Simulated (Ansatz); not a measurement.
## Li5SbCl2 (built on the sites of a database entry of Li5NCl2): the cell at rest

Task: relax Li5SbCl2 (built on the sites of a database entry of Li5NCl2) tightly.

Method: DFT PBEsol, scalar-relativistic, plane waves, PAW, in Ansatz 0.2.0.

The structure was built from a prototype and need not be the compound's stable phase.

## 1. The starting structure

Symmetry: R-3m, No. 166, trigonal system. Conventional cell: a = 3.778 Å, b = 3.778 Å, c = 29.733 Å, α = 90.00°, β = 90.00°, γ = 120.00°. Nearest to Li lie 6 Cl at 2.67 Å. Li has 1 Sb at 1.99 Å and 3 Cl at 2.61 Å nearest. Nearest to Li lie 3 Sb at 2.19 Å and 3 Li at 2.23 Å. Sb has 8 Li at 1.99 to 2.19 Å nearest. Nearest to Cl lie 6 Li at 2.61 to 2.67 Å. Farther neighbours and most contacts between anions are not listed.

## 2. A coarse first look

A quick single point on a coarse mesh tells whether the cell has a gap and how far it is from rest, which sets the k mesh and smearing that follow.

Contents of input.yaml:

```yaml
crystal:
  lattice:
    - [1.88905, 1.09064, 9.91094]
    - [-1.88905, 1.09064, 9.91094]
    - [0.0, -2.18128, 9.91094]
  atoms:
    - { symbol: Li, position: [0.5, 0.5, 0.5] }
    - { symbol: Li, position: [0.93292666, 0.93292666, 0.93292666] }
    - { symbol: Li, position: [0.06707334, 0.06707334, 0.06707334] }
    - { symbol: Li, position: [0.67438427, 0.67438427, 0.67438427] }
    - { symbol: Li, position: [0.32561573, 0.32561573, 0.32561573] }
    - { symbol: Sb, position: [0.0, 0.0, 0.0] }
    - { symbol: Cl, position: [0.21822532, 0.21822532, 0.21822532] }
    - { symbol: Cl, position: [0.78177468, 0.78177468, 0.78177468] }
kpoints:
  mp_grid: { grid: [6, 6, 6] }
hamiltonian:
  xc: pbesol
scf:
  occupations: { method: gaussian, width: 0.1 }
output:
  forces: true
  stress: true
  eigenvalues: true
```

Run with:

```bash
ansatz run input.yaml --threads 8 --pin off --max-ram 14336MiB --backend cpu --events-out ev --progress --plain --runs-dir out
```

Numbers of over 12 decimals in the logs are rounded to 6 here.

What it wrote:

```text
[...]
k-point 0: bands = [... 18 lower, 2.2634, 3.3430, 6.5855, 6.5855, 8.0900, 8.8657, 10.2526, 10.2526, ... 3 higher]
  k-point 1: bands = [... 18 lower, 2.1831, 3.4974, 5.1603, 5.6835, 8.8383, 9.5468, 10.9929, 11.2178, ... 3 higher]
  k-point 2: bands = [... 18 lower, 1.9889, 3.3605, 4.2556, 4.6131, 8.2133, 10.0066, 10.3843, 11.2675, ... 3 higher]
  k-point 31: bands = [... 18 lower, 2.2653, 2.9448, 6.5873, 6.5873, 8.5387, 8.7311, 10.2582, 10.2582, ... 3 higher]
[key lines of the parts left out:]
SCF converged after 7 iterations
Free energy (F): -9547.699811 eV
Fermi energy:    6.785552 eV
P = ⅓ Tr σ = 24.0598 GPa (240.598 kbar)
```

Run time: 1.8 s. Hardware: 8 threads of Arm Neoverse V1, shared host; peak memory 0.57 GiB; 8.4 s of CPU time.

This step gave:

- pressure: 24.06 GPa
- volume per atom: 15.31 Å³
- gap on the k-mesh: 0.3644 eV
- direct gap on mesh: 1.504 eV

The coarse mesh shows a gap of 0.36 eV and a pressure of 24.1 GPa.

## 3. Rough relaxation

The start is far from rest, so a relaxation with loose tolerances brings it close first.

Edit input.yaml of step 2 so:

```diff
@@ -24 +24,6 @@
   eigenvalues: true
+relax:
+  adjacent_minimum: "off"
+  f_tol: 0.05
+  max_steps: 80
+  cell: { stress_tol: 0.5 }
```

What it wrote:

```text
[...]
Crystal: 8 atoms, lattice volume = 122.515 Å³
Basis set: ecut = 420 eV, 2403 PW (Γ), FFT grids on a1−a3, a2−a3, a3, exchange–correlation on 54×54×144 points (8 copies of the dense FFT grid, shifted against one another)
Bands: 30, of which v1, the nominal top of the filled ones, is band 22 counted from 1 (21 counted from 0)
Symmetry: 12 space group operations
[...]
- { symbol: Li, position: [0.911314, 0.911314, 0.911314] }
    - { symbol: Li, position: [0.088686, 0.088686, 0.088686] }
    - { symbol: Li, position: [0.688833, 0.688833, 0.688833] }
    - { symbol: Li, position: [0.311167, 0.311167, 0.311167] }
    - { symbol: Sb, position: [5.688513195443243e-19, 5.688513195443242e-19, 5.688513195443247e-19] }
    - { symbol: Cl, position: [0.208881, 0.208881, 0.208881] }
    - { symbol: Cl, position: [0.791119, 0.791119, 0.791119] }
[key lines of the parts left out:]
SCF converged after 6 iterations
Free energy (F): -9552.862601 eV
Fermi energy:    5.016342 eV
P = ⅓ Tr σ = 0.2141 GPa (2.141 kbar)
```

The job ended after 11 s (8 threads; peak memory 0.68 GiB).

Relaxation path:

| step | energy less that of the first step (eV) | largest force component (eV/Å) | pressure (GPa) | volume (Å³) |
| --- | --- | --- | --- | --- |
| 1 | 0.0000 | 5.7450 | 24.06 | 122.52 |
| 2 | -3.0777 | 2.4768 | 12.15 | 136.80 |
| 3 | -4.4626 | 1.1433 | 5.02 | 152.98 |
| 4 | -5.0150 | 0.3745 | 1.49 | 161.17 |
| 5 | -5.1099 | 0.0834 | 0.34 | 161.37 |
| 6 | -5.1303 | 0.0511 | -0.27 | 164.48 |
| 7 | -5.1374 | 0.0225 | -0.08 | 162.48 |
| 8* | -5.1628 | 0.0226 | 0.21 | 162.48 |

Relaxation steps marked * repeat the geometry before them on a plane-wave basis chosen anew for their cell, so energy and pressure can jump there.

Forces are held to the 12 operations that the run works with; a distortion that breaks them can't arise in this run.

| cell as run | before | after | change |
| --- | --- | --- | --- |
| a (Å) | 10.148 | 10.082 | -0.7 % |
| b (Å) | 10.148 | 10.082 | -0.7 % |
| c (Å) | 10.148 | 10.082 | -0.7 % |
| α (°) | 21.46 | 25.12 | +17.1 % |
| β (°) | 21.46 | 25.12 | +17.1 % |
| γ (°) | 21.46 | 25.12 | +17.1 % |
| volume (Å³/atom) | 15.31 | 20.31 | +32.6 % |

The atoms that moved most (Å, as changes of fractional coordinates times the final cell):

| atom | dx | dy | dz | length |
| --- | --- | --- | --- | --- |
| Li3 | 0.000 | 0.000 | 0.633 | 0.633 |
| Li2 | 0.000 | 0.000 | -0.633 | 0.633 |
| Li4 | 0.000 | 0.000 | 0.423 | 0.423 |
| Li5 | 0.000 | 0.000 | -0.423 | 0.423 |
| Cl7 | 0.000 | 0.000 | -0.274 | 0.274 |
| Cl8 | 0.000 | 0.000 | 0.274 | 0.274 |

This step gave:

```
pressure          : 0.2141 GPa
volume per atom   : 20.31 Å³
gap on the k-mesh : 0 eV
```

In this step the volume went from 15.31 to 20.31 Å³/atom.

## 4. Relaxation

Harmonic phonons are second derivatives at a point where the forces vanish, and they are wanted at zero stress, so atoms and cell are relaxed first.

Contents of input.yaml:

```yaml
crystal:
  lattice:
    - [2.192331406, 1.2657431274, 9.7587242859]
    - [-2.192331406, 1.2657431274, 9.7587242859]
    - [0.0, -2.5314862548, 9.7587242859]
  atoms:
    - { symbol: Li, position: [0.5, 0.5, 0.5] }
    - { symbol: Li, position: [0.9113138228, 0.9113138228, 0.9113138228] }
    - { symbol: Li, position: [0.0886861772, 0.0886861772, 0.0886861772] }
    - { symbol: Li, position: [0.688832847, 0.688832847, 0.688832847] }
    - { symbol: Li, position: [0.311167153, 0.311167153, 0.311167153] }
    - { symbol: Sb, position: [0.0, 0.0, 0.0] }
    - { symbol: Cl, position: [0.2088810591, 0.2088810591, 0.2088810591] }
    - { symbol: Cl, position: [0.7911189409, 0.7911189409, 0.7911189409] }
kpoints:
  mp_grid: { grid: [9, 9, 9] }
hamiltonian:
  xc: pbesol
scf:
  occupations: { method: gaussian, width: 0.1 }
output:
  forces: true
  stress: true
  eigenvalues: true
relax:
  adjacent_minimum: "off"
  f_tol: 0.005
  max_steps: 80
  cell: { stress_tol: 0.05 }
```

What it wrote:

```text
[...]
Crystal: 8 atoms, lattice volume = 162.479 Å³
Basis set: ecut = 420 eV, 3207 PW (Γ), FFT grids on a1−a3, a2−a3, a3, exchange–correlation on 60×60×144 points (8 copies of the dense FFT grid, shifted against one another)
Bands: 30, of which v1, the nominal top of the filled ones, is band 22 counted from 1 (21 counted from 0)
Symmetry: 12 space group operations
[...]
k-points: 85 of 729
[...]
SCF iter   1: F=—  HF=-9552.920021 eV  |F-HF|=—  |Δ(HF+E_count)|=         —  Δρ=3.78e-3  dr2=1.73e-1  ethr=1.77e-3  ⟨swp⟩=7.7  Hψ=13078  notcnv=0
[...]
SCF iter   8: F=-9552.861974 eV  HF=-9552.861974 eV  |F-HF|=1.79e-8  |Δ(HF+E_count)|=   1.79e-7  Δρ=4.35e-6  dr2=7.76e-8  ethr=2.27e-10  ⟨swp⟩=10.5  Hψ=12355  notcnv=0
SCF 1 converged in 8 iterations: F = -9552.861974 eV  dr2 = 7.76e-8
[...]
relax step   1: F+E_penalty+E_count = -9552.86197428 eV  Δ(F+E_penalty+E_count) = +0.000e0 eV  max|allowed force component| = 2.113e-2 eV/Å  Δτ_max = 0.0000 Å  P = +0.212 GPa  Ω = 162.479 Å³  (8 SCF iters, dr2 threshold 1.00e-7 eV, accepted)
Crystal: 8 atoms, lattice volume = 163.725 Å³
Basis set: ecut = 420 eV, 3243 PW (Γ), FFT grids on a1−a3, a2−a3, a3, exchange–correlation on 60×60×144 points (8 copies of the dense FFT grid, shifted against one another)
[...]
SCF iter   5: F=-9552.865198 eV  HF=-9552.865198 eV  |F-HF|=1.09e-8  |Δ(HF+E_count)|=   2.91e-7  Δρ=8.36e-6  dr2=1.10e-7  ethr=8.06e-10  ⟨swp⟩=8.0  Hψ=11590  notcnv=0
SCF 2 converged in 5 iterations: F = -9552.865198 eV  dr2 = 1.10e-7
relax step   2: F+E_penalty+E_count = -9552.86519815 eV  Δ(F+E_penalty+E_count) = -3.224e-3 eV  max|allowed force component| = 4.020e-2 eV/Å  Δτ_max = 0.0205 Å  P = -0.070 GPa  Ω = 163.725 Å³  energy of the carried Pulay correction = -5.779e-5 eV  (5 SCF iters, dr2 threshold 3.55e-7 eV, accepted)
Crystal: 8 atoms, lattice volume = 163.488 Å³
Basis set: ecut = 420 eV, 3213 PW (Γ), FFT grids on a1−a3, a2−a3, a3, exchange–correlation on 60×60×144 points (8 copies of the dense FFT grid, shifted against one another)
[...]
SCF iter   5: F=-9552.867413 eV  HF=-9552.867413 eV  |F-HF|=1.67e-8  |Δ(HF+E_count)|=   7.12e-7  Δρ=4.89e-6  dr2=5.20e-8  ethr=3.86e-10  ⟨swp⟩=5.1  Hψ=11047  notcnv=0
SCF 3 converged in 5 iterations: F = -9552.867413 eV  dr2 = 5.20e-8
relax step   3: F+E_penalty+E_count = -9552.86741322 eV  Δ(F+E_penalty+E_count) = -2.215e-3 eV  max|allowed force component| = 1.033e-2 eV/Å  Δτ_max = 0.0180 Å  P = -0.096 GPa  Ω = 163.488 Å³  energy of the carried Pulay correction = -4.681e-5 eV  (5 SCF iters, dr2 threshold 1.70e-7 eV, accepted)
[...]
relax step   4: F+E_penalty+E_count = -9552.86881871 eV  Δ(F+E_penalty+E_count) = -1.405e-3 eV  max|allowed force component| = 2.877e-2 eV/Å  Δτ_max = 0.0204 Å  P = -0.039 GPa  Ω = 162.682 Å³  energy of the carried Pulay correction = -9.451e-6 eV  (6 SCF iters, dr2 threshold 9.62e-8 eV, accepted)
[...]
relax step   5: F+E_penalty+E_count = -9552.86928032 eV  Δ(F+E_penalty+E_count) = -4.616e-4 eV  max|allowed force component| = 2.373e-2 eV/Å  Δτ_max = 0.0345 Å  P = -0.053 GPa  Ω = 162.062 Å³  energy of the carried Pulay correction = +1.942e-5 eV  (6 SCF iters, dr2 threshold 5.17e-8 eV, accepted)
[...]
relax step   6: F+E_penalty+E_count = -9552.86969204 eV  Δ(F+E_penalty+E_count) = -4.117e-4 eV  max|allowed force component| = 3.567e-3 eV/Å  Δτ_max = 0.0054 Å  P = -0.012 GPa  Ω = 161.633 Å³  energy of the carried Pulay correction = +3.944e-5 eV  (5 SCF iters, dr2 threshold 3.98e-8 eV, accepted)
[...]
relax step   7: F+E_penalty+E_count = -9552.86974743 eV  Δ(F+E_penalty+E_count) = -5.539e-5 eV  max|allowed force component| = 2.291e-3 eV/Å  Δτ_max = 0.0066 Å  P = -0.000 GPa  Ω = 161.383 Å³  energy of the carried Pulay correction = +5.116e-5 eV  (10 SCF iters, accepted)
[...]
relax step   8: F+E_penalty+E_count = -9552.86976998 eV  Δ(F+E_penalty+E_count) = -2.255e-5 eV  max|allowed force component| = 9.677e-4 eV/Å  Δτ_max = 0.0059 Å  P = -0.001 GPa  Ω = 161.225 Å³  energy of the carried Pulay correction = +5.857e-5 eV  (10 SCF iters, accepted)
[...]
SCF iter   1: F=—  HF=-9552.869657 eV  |F-HF|=—  |Δ(HF+E_count)|=         —  Δρ=5.04e-5  dr2=1.55e-7  ethr=4.83e-7  ⟨swp⟩=2.7  Hψ=18299  notcnv=0
eigensolver tolerance schedule: the retry pair's looser diagonalisation over-reported the residual by 1373.32 of it (diagonalisation noise at 0.27 of the residual, at the tolerance the schedule requests for it); recorded, not acted on — ethr = c·dr2/N_el stays at c = 1.0e-1
[...]
SCF iter   2: F=—  HF=-9552.869685 eV  |F-HF|=—  |Δ(HF+E_count)|=   2.75e-5  Δρ=2.56e-5  dr2=3.92e-8  ethr=3.51e-10  ⟨swp⟩=2.9  Hψ=4729  notcnv=0
[...]
SCF iter   5: F=-9552.869693 eV  HF=-9552.869693 eV  |F-HF|=1.64e-11  |Δ(HF+E_count)|=  9.09e-11  Δρ=6.62e-8  dr2=2.56e-11  ethr=1.00e-12  ⟨swp⟩=4.6  Hψ=7707  notcnv=0
SCF 9 converged in 5 iterations: F = -9552.869693 eV  dr2 = 2.56e-11
relax step   9: F+E_penalty+E_count = -9552.86969272 eV  Δ(F+E_penalty+E_count) = +7.726e-5 eV  max|allowed force component| = 9.626e-4 eV/Å  Δτ_max = 0.0000 Å  P = -0.001 GPa  Ω = 161.225 Å³  stress off target by 1.20e-3 GPa  SCF on the basis re-selected at this cell (its energy is not comparable with the rows above)  (5 SCF iters)
basis re-selected at this cell: Δ(F+E_penalty+E_count) = +7.726e-5 eV, ΔP = -0.000 GPa vs the last step (what re-selecting the basis moved, of the pressure what is left beyond the Pulay correction that the steps carried, after the strain that the cell walked since its last selection, with what the two solves' SCF thresholds leave and, on support functions, any second-order correction that the steps lacked; it is no m [...]
SCF converged after 5 iterations
Free energy (F): -9552.869693 eV
[...]
Internal energy: -9552.867965 eV  (E = F + TS)
E sigma→0 (E₀):  -9552.868829 eV
Entropy (-TS):   -0.001728 eV (-0.216 meV/atom)
Fermi energy:    4.977373 eV
[...]
--- Forces (eV/Å), atoms counted from 1 ---
  atom   1  Li    -0.00000000     0.00000000    -0.00000000
  atom   2  Li     0.00000000    -0.00000000    -0.00010279
  atom   3  Li     0.00000000     0.00000000     0.00010279
  atom   4  Li     0.00000000    -0.00000000     0.00002688
  atom   5  Li     0.00000000     0.00000000    -0.00002688
  atom   6  Sb    -0.00000000     0.00000000    -0.00000000
  atom   7  Cl     0.00000000    -0.00000000    -0.00096259
  atom   8  Cl     0.00000000     0.00000000     0.00096259
  max |Σ_I F_I| component: 3.29e-31 eV/Å
--- Stress (GPa, compression-positive) ---
       -0.001197       0.000000       0.000000
        0.000000      -0.001197       0.000000
        0.000000       0.000000       0.000234
  P = ⅓ Tr σ = -0.0007 GPa (-0.007 kbar)
--- Band table (eV; the first three rows and the last of 85) ---
  k-point 0: bands = [... 18 lower, -0.6614, 2.6490, 4.7209, 4.9237, 4.9237, 5.7307, 7.4032, 7.4032, ... 4 higher]
  k-point 1: bands = [... 18 lower, -0.5389, 2.6767, 4.3369, 4.7244, 5.0696, 5.8832, 7.3339, 7.5606, ... 4 higher]
  k-point 2: bands = [... 18 lower, -0.4144, 2.7540, 3.4924, 4.3222, 5.5873, 6.1919, 7.2403, 7.9155, ... 4 higher]
  k-point 84: bands = [... 18 lower, -0.4005, 2.4839, 4.4299, 4.7406, 5.5293, 5.7563, 7.2194, 7.3680, ... 4 higher]
--- Relaxed structure (8 steps of the walk, 8 accepted, 1 SCFs on fresh bases) ---
[...]
cell:  # Å, volume = 161.2248 Å³
    - [2.230417, 1.287732, 9.355543]
    - [-2.230417, 1.287732, 9.355543]
    - [0, -2.575464, 9.355543]
  atoms:
    - { symbol: Li, position: [0.5, 0.5, 0.5] }
    - { symbol: Li, position: [0.907687, 0.907687, 0.907687] }
    - { symbol: Li, position: [0.092313, 0.092313, 0.092313] }
    - { symbol: Li, position: [0.688743, 0.688743, 0.688743] }
    - { symbol: Li, position: [0.311257, 0.311257, 0.311257] }
    - { symbol: Sb, position: [0, 0, 0] }
    - { symbol: Cl, position: [0.207552, 0.207552, 0.207552] }
    - { symbol: Cl, position: [0.792448, 0.792448, 0.792448] }
```

It took 34 s on 8 threads; peak memory 0.84 GiB.

The steps of the relaxation:

| step | energy less that of the first step (eV) | largest force component (eV/Å) | pressure (GPa) | volume (Å³) |
| --- | --- | --- | --- | --- |
| 1 | 0.0000 | 0.0211 | 0.21 | 162.48 |
| 2 | -0.0032 | 0.0402 | -0.07 | 163.73 |
| 3 | -0.0054 | 0.0103 | -0.10 | 163.49 |
| 4 | -0.0068 | 0.0288 | -0.04 | 162.68 |
| 5 | -0.0073 | 0.0237 | -0.05 | 162.06 |
| 6 | -0.0077 | 0.0036 | -0.01 | 161.63 |
| 7 | -0.0078 | 0.0023 | 0.00 | 161.38 |
| 8 | -0.0078 | 0.0010 | 0.00 | 161.22 |
| 9* | -0.0077 | 0.0010 | 0.00 | 161.22 |

Relaxation steps marked * repeat the geometry before them on a plane-wave basis chosen anew for their cell, so energy and pressure can jump there.

The run keeps the 12 symmetry operations that it works with, so distortions that break them were not tested.

| conventional cell, symmetrised | before | after | change |
| --- | --- | --- | --- |
| a (Å) | 4.385 | 4.461 | +1.7 % |
| b (Å) | 4.385 | 4.461 | +1.7 % |
| c (Å) | 29.276 | 28.067 | -4.1 % |
| volume (Å³/atom) | 20.31 | 20.15 | -0.8 % |

The atoms that moved most (Å, as changes of fractional coordinates times the final cell):

| atom | dx | dy | dz | length |
| --- | --- | --- | --- | --- |
| Li3 | 0.000 | 0.000 | 0.102 | 0.102 |
| Li2 | 0.000 | 0.000 | -0.102 | 0.102 |
| Cl8 | 0.000 | 0.000 | 0.037 | 0.037 |
| Cl7 | 0.000 | 0.000 | -0.037 | 0.037 |

Numbers from this step:

- pressure: -7.20e-4 GPa
- volume per atom: 20.15 Å³

In this step the volume went from 20.31 to 20.15 Å³/atom.

## 5. Tight relaxation

Phonons need a cell at rest on their own settings, so the relaxation is repeated with tight tolerances on forces and stress, using the mesh and the filling of the phonon run that follows.

Contents of input.yaml:

```yaml
crystal:
  lattice:
    - [2.2304169448, 1.2877318235, 9.3555429343]
    - [-2.2304169448, 1.2877318235, 9.3555429343]
    - [0.0, -2.5754636469, 9.3555429343]
  atoms:
    - { symbol: Li, position: [0.5, 0.5, 0.5] }
    - { symbol: Li, position: [0.9076867747, 0.9076867747, 0.9076867747] }
    - { symbol: Li, position: [0.0923132253, 0.0923132253, 0.0923132253] }
    - { symbol: Li, position: [0.6887433568, 0.6887433568, 0.6887433568] }
    - { symbol: Li, position: [0.3112566432, 0.3112566432, 0.3112566432] }
    - { symbol: Sb, position: [0.0, 0.0, 0.0] }
    - { symbol: Cl, position: [0.2075516071, 0.2075516071, 0.2075516071] }
    - { symbol: Cl, position: [0.7924483929, 0.7924483929, 0.7924483929] }
kpoints:
  mp_grid: { grid: [9, 9, 9] }
hamiltonian:
  xc: pbesol
scf:
  occupations: { method: methfessel_paxton, width: 0.2 }
output:
  forces: true
  stress: true
  eigenvalues: true
relax:
  adjacent_minimum: "off"
  f_tol: 0.001
  max_steps: 60
  cell: { stress_tol: 0.01 }
```

What it wrote:

```text
[...]
Crystal: 8 atoms, lattice volume = 161.225 Å³
Basis set: ecut = 420 eV, 3163 PW (Γ), FFT grids on a1−a3, a2−a3, a3, exchange–correlation on 60×60×144 points (8 copies of the dense FFT grid, shifted against one another)
Bands: 30, of which v1, the nominal top of the filled ones, is band 22 counted from 1 (21 counted from 0)
Symmetry: 12 space group operations
[...]
atoms:
    - { symbol: Li, position: [0.500000, 0.500000, 0.500000] }
    - { symbol: Li, position: [0.907677, 0.907677, 0.907677] }
    - { symbol: Li, position: [0.092323, 0.092323, 0.092323] }
    - { symbol: Li, position: [0.688707, 0.688707, 0.688707] }
    - { symbol: Li, position: [0.311293, 0.311293, 0.311293] }
    - { symbol: Sb, position: [0, 0, 0] }
    - { symbol: Cl, position: [0.207522, 0.207522, 0.207522] }
    - { symbol: Cl, position: [0.792478, 0.792478, 0.792478] }
[key lines of the parts left out:]
SCF converged after 9 iterations
Free energy (F): -9552.868563 eV
Fermi energy:    4.969339 eV
P = ⅓ Tr σ = 0.0012 GPa (0.012 kbar)
```

Wall time 16 s (8 threads); peak memory 0.83 GiB.

Little changed from the start: no atom moved by 0.005 Å and no cell edge by 0.1 %.

Numbers from this step:

```
pressure : 0.001194 GPa
```

The largest force component left is 0.56 meV/Å and the pressure is 0.001 GPa, within the tolerances set. The cell now holds 20.15 Å³/atom.

## 6. What came out

```json
{"space group after relaxation (within 0.01 Å)": "R-3m", "lattice constant a": "4.461 Å", "lattice constant b": "4.461 Å", "lattice constant c": "28.061 Å", "volume per atom": "20.2 Å³"}
```

The largest force component left is 0.56 meV/Å and the pressure is 0.001 GPa, within the tolerances set. The cell now holds 20.15 Å³/atom. The relaxation keeps the symmetry of its start, so it says nothing on stability against lower symmetry. Spin-orbit coupling is left out, which can matter for the heavy elements here. The starting cell was built on a prototype and not taken from a measurement, so the phase need not exist.

[Logs are printed without paths, hosts, clocks, repeated set-up lines and the standing remarks that a program may print on its own settings, such as how far it seeks lower states.]

[Hosts, paths, dates, database ids (printed as entryN), source tags and the programs' standing remarks are cut or masked in the printed files.]
